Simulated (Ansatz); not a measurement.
# Os, one cell by several methods

```yaml
crystal:
  lattice:
    - [0.05835, 1.97418, 1.97418]
    - [1.97418, 0.05835, 1.97418]
    - [1.97418, 1.97418, 0.05835]
  atoms:
    - { symbol: Os, position: [0.00000, 0.00000, 0.00000] }
```

The cell comes from COD entry 1534943, which wasn't checked; take it as a given geometry. The listed cell was then made from it by scaling, straining or moving an atom.

Spin–orbit coupling is left out, though it moves levels of the heavy atoms by tenths of an eV or more.

Levels of theory: DFT, PBE, PAW with Ansatz's default frozen-core files, scalar-relativistic (Ansatz 0.2.0); DFT, PBE, all-electron PAW with datasets made for the crystal, scalar-relativistic (Ansatz 0.2.0); DFT, PBE, all-electron LAPW, scalar-relativistic (Ansatz 0.2.0).

For PAW: a Γ-centred 14×14×14 k mesh, Fermi–Dirac smearing of 0.05 eV, cutoff 420 eV, no spin polarisation. The crystal-made all-electron datasets (AE datasets) take a cutoff of 320 eV at this cell. LAPW targets a basis error of 0.5 meV/atom. The Ansatz runs share mesh, smearing and spin set-up. Plane-wave (PAW) pressures include the program's estimate of the Pulay term.

Stress and pressure are positive in compression.

The change that made this cell: equal xy, yz and zx engineering shear strains of +3 %.

Spin–orbit coupling is left out, which moves gradients at and beside heavy atoms by some per cent and at worst by a factor of two.

In a metal, gradients converge slowly with the k mesh: the values move by tens of per cent from one mesh to another, at times in sign, so only the comparison on one mesh counts.

```csv
quantity,PAW,AE datasets,LAPW
pressure (GPa),-8.25,-8.24,-8.24
stress yz (GPa),-7.98,-7.97,-7.97
stress xz (GPa),-7.98,-7.97,-7.97
stress xy (GPa),-7.98,-7.97,-7.97
field gradient Vzz at Os (10²¹ V/m²),7.43,7.48,–
```

PAW's pressure differs from the LAPW value by -0.02 GPa.
